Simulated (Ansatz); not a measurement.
# BAs (F-43m) in Ansatz: a series of runs

Runs on BAs. Level: HSEsol. Tasks: single point, equation of state.

Everything below comes from runs of Ansatz 0.2.0. Logs are shortened: lines on timing, memory, paths and dates and some standing lists are left out, and cuts for length are marked.

### Step 1. The crystal as given

Symmetry: F-43m, No. 216, cubic system. Conventional cell: a = 4.777 Å, b = 4.777 Å, c = 4.777 Å, α = 90.00°, β = 90.00°, γ = 90.00°. As (site symmetry -43m) has 4 B at 2.07 Å as nearest neighbours. Around B (site symmetry -43m) lie 4 As at 2.07 Å.

### Step 2. Single point, HSEsol, 12.81 Å³/atom (volume scaled by 0.94)

input.yaml reads:

```yaml
crystal:
  lattice:
    - [0.0, 2.3397414207, 2.3397414207]
    - [2.3397414207, 0.0, 2.3397414207]
    - [2.3397414207, 2.3397414207, 0.0]
  atoms:
    - { symbol: As, position: [0.75, 0.75, 0.75] }
    - { symbol: B, position: [0.0, 0.0, 0.0] }
hamiltonian:
  xc:
    exchange: hjs_pbesol
    correlation: pbesol
    exx: { coeff: 0.25, omega: 0.207 }
  pseudopotentials: { kind: paw }
kpoints:
  mp_grid: { grid: [5, 5, 5] }
scf:
  occupations: { method: fermi_dirac, width: 0.05 }
output:
  forces: true
  stress: true
  eigenvalues: true
  write_density: true
  write_potential: true
  elf: true
  volumetric_format: npy
```

Potentials or basis: Ansatz PAW.

Launch:

```console
ansatz run input.yaml --threads 2 --pin off --max-ram 5632MiB --backend cpu --events-out ev --progress --plain --runs-dir out
```

Log:

```text
Warning: output.stress: scf.convergence.dr2_threshold = 1e-7 eV (the SCF's general default) is looser than the 2e-10 eV advised for a printed stress (1e-10 eV for each atom of the cell: 2). What an SCF threshold leaves in a stress goes as its square root, and in the free energy as the threshold itself, and one threshold admits the most on a small cell: of the crystals measured, under no hybrid functional and no lock of the moments, on runs that ended without the residual-converged pass, on stresses that held no estimate of that error, the worst erred by over 100 MPa in a component at 1e-7 eV an atom and by under 5 at 1e-10. Set scf.convergence.dr2_threshold to 2e-10 eV or tighter. The threshold is an SCF's pass mark: one that does not reach it within its budget of iterations ends unconverged, or closes short of it on a stop that the run arms, and scf.convergence.dr2_threshold's page says what that costs each kind of run
Warning: output.stress: scf.exx.energy_threshold = 1e-6 eV is looser than the 2e-8 eV advised for a stress under a hybrid functional (1e-8 eV for each atom of the cell: 2). Every SCF of the exchange loop can meet its threshold on dr2 while the loop round them stops early: no threshold on dr2 bounds what that leaves in the stress. Set scf.exx.energy_threshold to 2e-8 eV or tighter. The threshold is the loop's pass mark: a loop that does not reach it within its budget of cycles ends unconverged, and scf.exx.energy_threshold's page has the law
Warning: RAYON_NUM_THREADS=2 ignored (pool sized by the plan → 2); use --threads N
Engine: ansatz 0.2.0, x86_64-unknown-linux-gnu
Pseudopotentials: kind: paw
Pseudopotential: As, paw, valence charge 15, recommended cutoff 420 eV (normal), As.paw.azcp
Pseudopotential: B, paw, valence charge 3, recommended cutoff 420 eV (normal), B.paw.azcp
Functional definition: unnamed
  parameter a_1 = 0.25
  parameter omega_1 = 0.207/angstrom
  exchange = pbe_x(mu = 0.12345679012345678) + (-a_1)*hjs_pbesol_x_sr(omega_1) + a_1*exact_x_sr(omega_1)
  correlation = pbe_c(beta = 0.046)
Crystal: 2 atoms, lattice volume = 25.617 Å³
Basis set: ecut = 420 eV, 531 PW (Γ), exchange–correlation on 48×48×48 points (8 copies of the dense FFT grid, shifted against one another)
Bands: 13, of which v1, the nominal top of the filled ones, is band 9 counted from 1 (8 counted from 0)
Symmetry: 24 space group operations
Space group: F-43m (ITA 216), of the structure as read, at distance tolerance 2.9e-5 Å
k-points: 10 of 125 (time reversal used)
Non-local potential: As, projectors of the file, l = 0: 2, l = 1: 2, l = 2: 3, l = 3: 1
Non-local potential: B, projectors of the file, l = 0: 2, l = 1: 2, l = 2: 1
PAW form: soft (Blöchl's): semilocal exchange-correlation on the pseudo side does not see the compensation charge
PAW frozen core: As, regenerated for the run's functional, and the local potential with it (the file was generated under x = pbe(κ = 0.804, μ = 0.2195149727645171), c = pbe(β = 0.06672455060314922))
PAW frozen core: B, regenerated for the run's functional, and the local potential with it (the file was generated under x = pbe(κ = 0.804, μ = 0.2195149727645171), c = pbe(β = 0.06672455060314922))
PAW one-centre angular grid: As, 590 points (default); XC on 64 Gauss nodes
PAW one-centre angular grid: B, 110 points (default); XC on 64 Gauss nodes
Initial density: superposition of atomic densities (neutral atoms: chi_scale 0, normalization atom), corrected by the library's trained network
Initial wavefunctions: pseudopotential atomic-orbital guess
Functional: x = pbesol(κ = 0.804, μ = 0.12345679012345678), c = pbesol(β = 0.046), warm-up for x = hjs_pbesol + 0.25 (exact − hjs_pbesol) at short range (ω = 0.207 Å⁻¹), c = pbesol(β = 0.046)
SCF iter   1: F=—  HF=-4965.668368 eV  |F-HF|=—  |Δ(HF+E_count)|=         —  Δρ=4.30e-3  dr2=5.50e-3  ethr=1.77e-3  ⟨swp⟩=5.6  Hψ=553  notcnv=0
preconditioner: auto → none  [insulator: Δε(μ)=0.992 eV  Ē_g=12.882 eV  σ=0.050 eV  W_gap=1.00  n_scr=8 (ndim 8)  ℏωp=20.8 eV  f_vac=0.000  D(μ)=0.00/eV (n_scr^D=0)]
iter 2 solved again at ethr=2.33e-7 eV; its pass at ethr=3.06e-5 eV (dr2=4.19e-5 eV) is discarded
SCF iter   2: F=-4965.666012 eV  HF=-4965.666019 eV  |F-HF|=7.48e-6  |Δ(HF+E_count)|=   2.35e-3  Δρ=5.84e-4  dr2=3.94e-5  ethr=2.33e-7  ⟨swp⟩=3.7  Hψ=587  notcnv=0
SCF 1 stopped early in 2 iterations: F = -4965.666012 eV  dr2 = 3.94e-5
Initial density: handed on by an earlier stage of this run
Initial wavefunctions: those handed on with the density
Functional: x = hjs_pbesol + 0.25 (exact − hjs_pbesol) at short range (ω = 0.207 Å⁻¹), c = pbesol(β = 0.046)
Exchange kernel: α = 0.2500, screened, ω = 0.2070 Å⁻¹, Wigner–Seitz truncation, v(0) = 1039.4016 eV·Å³, q-mesh 5×5×5, nearest image of the exchange supercell L = 16.54 Å, pair-density grid 12×12×12, without the augmentation charges, whose exchange is taken in its separable form by FFT convolution over the k-point mesh (sized by the pseudopotential files, 20×20×20 at the most), smooth part of the exact exchange by density-matrix convolution
Frozen-core exchange: fock
SCF iter   1: F=—  HF=-4980.265105 eV  |F-HF|=—  |Δ(HF+E_count)|=         —  Δρ=5.88e-3  dr2=3.84e-3  ethr=2.19e-6  ⟨swp⟩=5.5  Hψ=565  notcnv=0
preconditioner: auto → none  [insulator: Δε(μ)=1.695 eV  Ē_g=14.602 eV  σ=0.050 eV  W_gap=1.00  n_scr=8 (ndim 8)  ℏωp=20.8 eV  f_vac=0.000  D(μ)=0.00/eV (n_scr^D=0)]
SCF iter   2: F=—  HF=-4980.258564 eV  |F-HF|=—  |Δ(HF+E_count)|=   6.54e-3  Δρ=2.62e-3  dr2=1.08e-3  ethr=2.19e-6  ⟨swp⟩=4.0  Hψ=401  notcnv=0
SCF iter   3: F=—  HF=-4980.258358 eV  |F-HF|=—  |Δ(HF+E_count)|=   2.07e-4  Δρ=1.10e-3  dr2=3.31e-4  ethr=2.19e-6  ⟨swp⟩=2.9  Hψ=241  notcnv=0
SCF iter   4: F=—  HF=-4980.262007 eV  |F-HF|=—  |Δ(HF+E_count)|=   3.65e-3  Δρ=7.71e-4  dr2=7.95e-5  ethr=5.67e-7  ⟨swp⟩=4.0  Hψ=397  notcnv=0
SCF iter   5: F=-4980.261954 eV  HF=-4980.261954 eV  |F-HF|=3.38e-7  |Δ(HF+E_count)|=   5.33e-5  Δρ=6.56e-5  dr2=3.68e-6  ethr=4.32e-7  ⟨swp⟩=3.0  Hψ=286  notcnv=0
SCF 2 stopped early in 5 iterations: F = -4980.261954 eV  dr2 = 3.68e-6
hybrid outer 1: dexx = +4.029e-3 eV, tail = 5.83e-5 eV
Exchange kernel: α = 0.2500, screened, ω = 0.2070 Å⁻¹, Wigner–Seitz truncation, v(0) = 1039.4016 eV·Å³, q-mesh 5×5×5, nearest image of the exchange supercell L = 16.54 Å, pair-density grid 12×12×12, without the augmentation charges, whose exchange is taken in its separable form by FFT convolution over the k-point mesh (sized by the pseudopotential files, 20×20×20 at the most), smooth part of the exact exchange by density-matrix convolution
Frozen-core exchange: fock
SCF iter   1: F=—  HF=-4980.262191 eV  |F-HF|=—  |Δ(HF+E_count)|=         —  Δρ=1.15e-4  dr2=2.59e-6  ethr=1.62e-6  ⟨swp⟩=4.5  Hψ=316  notcnv=0
preconditioner: auto → none  [insulator: Δε(μ)=1.723 eV  Ē_g=14.608 eV  σ=0.050 eV  W_gap=1.00  n_scr=8 (ndim 8)  ℏωp=20.8 eV  f_vac=0.000  D(μ)=0.00/eV (n_scr^D=0)]
SCF iter   2: F=—  HF=-4980.262190 eV  |F-HF|=—  |Δ(HF+E_count)|=   4.21e-7  Δρ=1.13e-5  dr2=1.26e-7  ethr=1.27e-8  ⟨swp⟩=4.0  Hψ=356  notcnv=0
SCF iter   3: F=—  HF=-4980.262191 eV  |F-HF|=—  |Δ(HF+E_count)|=   8.84e-7  Δρ=1.93e-5  dr2=8.14e-8  ethr=6.85e-11  ⟨swp⟩=4.2  Hψ=455  notcnv=0
SCF iter   4: F=-4980.262191 eV  HF=-4980.262191 eV  |F-HF|=1.42e-10  |Δ(HF+E_count)|=   2.67e-8  Δρ=3.07e-6  dr2=3.19e-9  ethr=6.85e-11  ⟨swp⟩=3.0  Hψ=260  notcnv=0
SCF 3 converged in 4 iterations: F = -4980.262191 eV  dr2 = 3.19e-9
  Residual-converged pass: ⟨swp⟩=3.0  Hψ=250  notcnv=0  max |occ|·‖R‖ = 2.2e-6 eV (tolerance 2.4e-6 eV)  dr2=3.18e-9  dr2_onsite=3.67e-10  max |Δocc| = 1.6e-23
hybrid outer 2: dexx = +1.061e-6 eV, tail = 3.31e-8 eV, Δε = 2.75e-3 eV (about 1.13e-4 eV left of the loop's levels)
hybrid SCF converged: 2 outer / 9 inner (+2 warm-up), last move |dexx| = 1.06e-6 eV, tail = 3.31e-8 eV
Stability not checked: this state was not tested for a lower state beside it, because the functional holds exact exchange (a hybrid, or Hartree-Fock), whose exchange loop this test does not read (fock_operator; see scf.lower_state_search)
Free energy (F): -4980.262191 eV
Frozen-core exchange: fock
Harris-Foulkes:  -4980.262191 eV  (|F-HF|=1.42e-10)
Internal energy: -4980.262191 eV  (E = F + TS)
E sigma→0 (E₀):  -4980.262191 eV
Fermi energy:    12.532717 eV
--- Per-component energies (eV) ---
  E_band       = -243.181358
  E_kinetic    = 154.128499
  E_local      = -1642.356175  (includes V_loc(G=0)·N_el)
  E_nonlocal   = -655.846256
  E_hartree    = 920.699369
  E_xc         = -90.794063
  E_vxc        = -95.746611  (∫ρ·V_xc dr)
  E_exx        = -66.953643  (= α·E_x^exact, valence–valence)
  E_paw        = -1837.344332  (= ΣΔE_a)
  E_vpaw       = 289.147471  (= ΣTr[D̂ρ^β])
  E_aug_tail   = 0.000004  (compensation charges beyond the density's cutoff)
  E_ewald      = -1761.738944
  E_core_change = -0.056652  (= ΣΔE_core)
  E_smearing   = -0.000000  (= −TS)
  E_closure    = 0.000002  (closes the sum)
  Σ components = -4980.262191   (vs F -4980.262191, Δ=-9.09e-13)
--- Forces (eV/Å), atoms counted from 1 ---
  atom   1  As    -0.00000000     0.00000000     0.00000000
  atom   2  B     -0.00000000    -0.00000000     0.00000000
  max |Σ_I F_I| component: 4.87e-16 eV/Å
--- Stress (GPa, compression-positive) ---
        7.250157       0.000000      -0.000000
       -0.000000       7.250157       0.000000
       -0.000000       0.000000       7.250157
  P = ⅓ Tr σ = 7.2502 GPa (72.502 kbar)
--- Band table (eV; the first three rows and the last of 10) ---
  k-point 0: bands = ["-27.6856", "-27.6856", "-27.6856", "-27.6522", "-27.6522", "-5.8999", "11.6885", "11.6885", "11.6885", "15.8757", "15.8757", "15.8757", "18.4014"]
  k-point 1: bands = ["-27.6840", "-27.6822", "-27.6822", "-27.6519", "-27.6519", "-5.1425", "7.4417", "10.6859", "10.6859", "16.0876", "17.1416", "17.1416", "20.6353"]
  k-point 2: bands = ["-27.6817", "-27.6780", "-27.6780", "-27.6500", "-27.6500", "-3.1284", "2.5262", "9.7071", "9.7071", "15.6895", "17.5137", "17.5137", "21.7950"]
  k-point 9: bands = ["-27.6832", "-27.6747", "-27.6673", "-27.6555", "-27.6483", "-1.4588", "2.9681", "5.3089", "6.8309", "17.0588", "18.0333", "19.1857", "23.2301"]
```

It took 13 s on 2 threads of Intel Xeon Platinum 8259CL at 2.50GHz (Skylake/Cascade Lake), shared host; peak memory 0.69 GiB.

What came out:

- Free energy: -4980.2622 eV
- Pressure: 7.3 GPa
- Band gap on the k mesh: 1.72 eV, indirect (least direct gap 4.19 eV)

Caveat: the k mesh is coarse (spacing up to 0.47 Å⁻¹), so the values aren't converged, least of all with exact exchange; odd divisions of the mesh miss points on the zone boundary, where band edges often lie, so the gap on the mesh can be too wide; the PAW data sets come from PBE, with cores solved anew for the run's functional, which leaves a small shift of forces and pressure; the thresholds are loose for stress.

### Step 3. Single point, HSEsol, 13.08 Å³/atom (volume scaled by 0.96)

input.yaml, as its differences from that of step 2:

```diff
@@ -2,5 +2,5 @@
   lattice:
-    - [0.0, 2.3397414207, 2.3397414207]
-    - [2.3397414207, 0.0, 2.3397414207]
-    - [2.3397414207, 2.3397414207, 0.0]
+    - [0.0, 2.3562190158, 2.3562190158]
+    - [2.3562190158, 0.0, 2.3562190158]
+    - [2.3562190158, 2.3562190158, 0.0]
   atoms:
@@ -22,5 +22 @@
   eigenvalues: true
-  write_density: true
-  write_potential: true
-  elf: true
-  volumetric_format: npy
```

Potentials or basis: Ansatz PAW.

Launch:

```console
ansatz run input.yaml --threads 2 --pin off --max-ram 5632MiB --backend cpu --events-out ev --progress --plain --runs-dir out
```

It took 13 s on 2 threads of Intel Xeon Platinum 8259CL at 2.50GHz (Skylake/Cascade Lake), shared host; peak memory 0.7 GiB.

The run converged. Its results:

| Property | Result |
| --- | --- |
| Free energy | -4980.2806 eV |
| Pressure | 3.6 GPa |
| Band gap on the k mesh | 1.74 eV, indirect (least direct gap 4.16 eV) |

Caveat: the k mesh is coarse (spacing up to 0.46 Å⁻¹), so the values aren't converged, least of all with exact exchange; odd divisions of the mesh miss points on the zone boundary, where band edges often lie, so the gap on the mesh can be too wide; the PAW data sets come from PBE, with cores solved anew for the run's functional, which leaves a small shift of forces and pressure; the thresholds are loose for stress.

### Step 4. Single point, HSEsol, 13.35 Å³/atom (volume scaled by 0.98)

input.yaml, as its differences from that of step 3:

```diff
@@ -2,5 +2,5 @@
   lattice:
-    - [0.0, 2.3562190158, 2.3562190158]
-    - [2.3562190158, 0.0, 2.3562190158]
-    - [2.3562190158, 2.3562190158, 0.0]
+    - [0.0, 2.3724693156, 2.3724693156]
+    - [2.3724693156, 0.0, 2.3724693156]
+    - [2.3724693156, 2.3724693156, 0.0]
   atoms:
```

Launch:

```console
ansatz run input.yaml --threads 2 --pin off --max-ram 5632MiB --backend cpu --events-out ev --progress --plain --runs-dir out
```

It took 14 s on 2 threads of Intel Xeon Platinum 8259CL at 2.50GHz (Skylake/Cascade Lake), shared host; peak memory 0.7 GiB.

Results (log left out):

```yaml
Free_energy: -4980.2873 eV
Pressure: 0.3 GPa
Band_gap_on_the_k_mesh: 1.76 eV, indirect (least direct gap 4.13 eV)
```

Caveat: the k mesh is coarse (spacing up to 0.46 Å⁻¹), so the values aren't converged, least of all with exact exchange; odd divisions of the mesh miss points on the zone boundary, where band edges often lie, so the gap on the mesh can be too wide; the PAW data sets come from PBE, with cores solved anew for the run's functional, which leaves a small shift of forces and pressure; the thresholds are loose for stress.

### Step 5. Single point, HSEsol, 13.63 Å³/atom

input.yaml, as its differences from that of step 4:

```diff
@@ -2,5 +2,5 @@
   lattice:
-    - [0.0, 2.3724693156, 2.3724693156]
-    - [2.3724693156, 0.0, 2.3724693156]
-    - [2.3724693156, 2.3724693156, 0.0]
+    - [0.0, 2.3885, 2.3885]
+    - [2.3885, 0.0, 2.3885]
+    - [2.3885, 2.3885, 0.0]
   atoms:
@@ -22 +22,5 @@
   eigenvalues: true
+  write_density: true
+  write_potential: true
+  elf: true
+  volumetric_format: npy
```

Launch:

```console
ansatz run input.yaml --threads 2 --pin off --max-ram 5632MiB --backend cpu --events-out ev --progress --plain --runs-dir out
```

Wall time 13 s (2 threads of Intel Xeon Platinum 8259CL at 2.50GHz (Skylake/Cascade Lake), shared host); peak memory 0.71 GiB.

The run converged. Its results:

```
Free energy            : -4980.2833 eV
Pressure               : -2.6 GPa
Band gap on the k mesh : 1.78 eV, indirect (least direct gap 4.10 eV)
```

Caveat: the k mesh is coarse (spacing up to 0.46 Å⁻¹), so the values aren't converged, least of all with exact exchange; odd divisions of the mesh miss points on the zone boundary, where band edges often lie, so the gap on the mesh can be too wide; the PAW data sets come from PBE, with cores solved anew for the run's functional, which leaves a small shift of forces and pressure; the thresholds are loose for stress.

### Step 6. Single point, HSEsol, 13.90 Å³/atom (volume scaled by 1.02)

input.yaml, as its differences from that of step 5:

```diff
@@ -2,5 +2,5 @@
   lattice:
-    - [0.0, 2.3885, 2.3885]
-    - [2.3885, 0.0, 2.3885]
-    - [2.3885, 2.3885, 0.0]
+    - [0.0, 2.4043183418, 2.4043183418]
+    - [2.4043183418, 0.0, 2.4043183418]
+    - [2.4043183418, 2.4043183418, 0.0]
   atoms:
```

Potentials or basis: Ansatz PAW.

Launch:

```console
ansatz run input.yaml --threads 2 --pin off --max-ram 5632MiB --backend cpu --events-out ev --progress --plain --runs-dir out
```

Wall time 13 s (2 threads of Intel Xeon Platinum 8259CL at 2.50GHz (Skylake/Cascade Lake), shared host); peak memory 0.7 GiB.

Results (log left out):

```
Free energy            : -4980.2698 eV
Pressure               : -5.3 GPa
Band gap on the k mesh : 1.80 eV, indirect (least direct gap 4.08 eV)
```

Caveat: the k mesh is coarse (spacing up to 0.45 Å⁻¹), so the values aren't converged, least of all with exact exchange; odd divisions of the mesh miss points on the zone boundary, where band edges often lie, so the gap on the mesh can be too wide; the PAW data sets come from PBE, with cores solved anew for the run's functional, which leaves a small shift of forces and pressure; the thresholds are loose for stress.

### Step 7. Single point, HSEsol, 14.17 Å³/atom (volume scaled by 1.04)

input.yaml, as its differences from that of step 6:

```diff
@@ -2,5 +2,5 @@
   lattice:
-    - [0.0, 2.4043183418, 2.4043183418]
-    - [2.4043183418, 0.0, 2.4043183418]
-    - [2.4043183418, 2.4043183418, 0.0]
+    - [0.0, 2.419931236, 2.419931236]
+    - [2.419931236, 0.0, 2.419931236]
+    - [2.419931236, 2.419931236, 0.0]
   atoms:
@@ -22,5 +22 @@
   eigenvalues: true
-  write_density: true
-  write_potential: true
-  elf: true
-  volumetric_format: npy
```

Launch:

```console
ansatz run input.yaml --threads 2 --pin off --max-ram 5632MiB --backend cpu --events-out ev --progress --plain --runs-dir out
```

It took 14 s on 2 threads of Intel Xeon Platinum 8259CL at 2.50GHz (Skylake/Cascade Lake), shared host; peak memory 0.71 GiB.

Results (log left out):

```
Free energy            : -4980.2476 eV
Pressure               : -7.7 GPa
Band gap on the k mesh : 1.82 eV, indirect (least direct gap 4.05 eV)
```

Caveat: the k mesh is coarse (spacing up to 0.45 Å⁻¹), so the values aren't converged, least of all with exact exchange; odd divisions of the mesh miss points on the zone boundary, where band edges often lie, so the gap on the mesh can be too wide; the PAW data sets come from PBE, with cores solved anew for the run's functional, which leaves a small shift of forces and pressure; the thresholds are loose for stress.

### Step 8. Single point, HSEsol, 14.44 Å³/atom (volume scaled by 1.06)

input.yaml, as its differences from that of step 7:

```diff
@@ -2,5 +2,5 @@
   lattice:
-    - [0.0, 2.419931236, 2.419931236]
-    - [2.419931236, 0.0, 2.419931236]
-    - [2.419931236, 2.419931236, 0.0]
+    - [0.0, 2.4353452264, 2.4353452264]
+    - [2.4353452264, 0.0, 2.4353452264]
+    - [2.4353452264, 2.4353452264, 0.0]
   atoms:
@@ -22 +22,5 @@
   eigenvalues: true
+  write_density: true
+  write_potential: true
+  elf: true
+  volumetric_format: npy
```

Launch:

```console
ansatz run input.yaml --threads 2 --pin off --max-ram 5632MiB --backend cpu --events-out ev --progress --plain --runs-dir out
```

Wall time 14 s (2 threads of Intel Xeon Platinum 8259CL at 2.50GHz (Skylake/Cascade Lake), shared host); peak memory 0.7 GiB.

The run converged. Its results:

```
Free energy            : -4980.2176 eV
Pressure               : -9.9 GPa
Band gap on the k mesh : 1.83 eV, indirect (least direct gap 4.03 eV)
```

Caveat: the k mesh is coarse (spacing up to 0.45 Å⁻¹), so the values aren't converged, least of all with exact exchange; odd divisions of the mesh miss points on the zone boundary, where band edges often lie, so the gap on the mesh can be too wide; the PAW data sets come from PBE, with cores solved anew for the run's functional, which leaves a small shift of forces and pressure; the thresholds are loose for stress.

### Step 9. Equation of state, HSEsol

Potentials or basis: Ansatz PAW.

This step only gathers the single runs of the series.

Results:

```yaml
Equilibrium_volume: 13.38 Å³/atom
Bulk_modulus: 151 GPa
Pressure_derivative_of_the_bulk_modulus: 4.1
```

Energy against volume, from the lowest point:
| volume (Å³/atom) | energy (meV/atom) |
| --- | --- |
| 12.809 | 12.54 |
| 13.081 | 3.32 |
| 13.354 | 0.00 |
| 13.626 | 1.99 |
| 13.899 | 8.75 |
| 14.171 | 19.84 |
| 14.444 | 34.85 |

Caveat: the k mesh is coarse (spacing up to 0.46 Å⁻¹), so the values aren't converged, least of all with exact exchange; the PAW data sets were made with another functional, which shifts forces and pressure a little.
